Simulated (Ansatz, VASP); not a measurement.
Au: VASP beside Ansatz

```xyz
1
Lattice="0.0000 2.0997 2.0997 2.0997 0.0000 2.0997 2.0997 2.0997 0.0000" Properties=species:S:1:pos:R:3 pbc="T T T"
Au    0.0000    0.0000    0.0000
```

Alike in both runs: task single point; functional PBE; k mesh 18 × 18 × 18; occupations gaussian, width 0.3 eV; no spin polarisation.

|  | VASP | Ansatz |
| --- | --- | --- |
| version | VASP 6.6.1 | Ansatz 0.2.0 |
| potentials or method | VASP PAW PBE potentials, release 64 (Au) | scalar-relativistic, plane waves, PAW |
| plane-wave cutoff (eV) | 520 | 420 |
| valence electrons in the cell | 11 | 19 |

Ansatz gave:

| Property | Result |
| --- | --- |
| gap on the k mesh at the Fermi level (eV) | none |
| pressure (GPa) | -3.8 |

Q: What did VASP give for the same quantities?

A: gap on the k mesh at the Fermi level (eV): none; pressure (GPa): -4.0.

A gap of «none» marks a metal or a gap that the smearing closes. The two sets of potentials don't hold the same shells in valence.

Spin-orbit coupling is left out, which matters for the levels of Au.
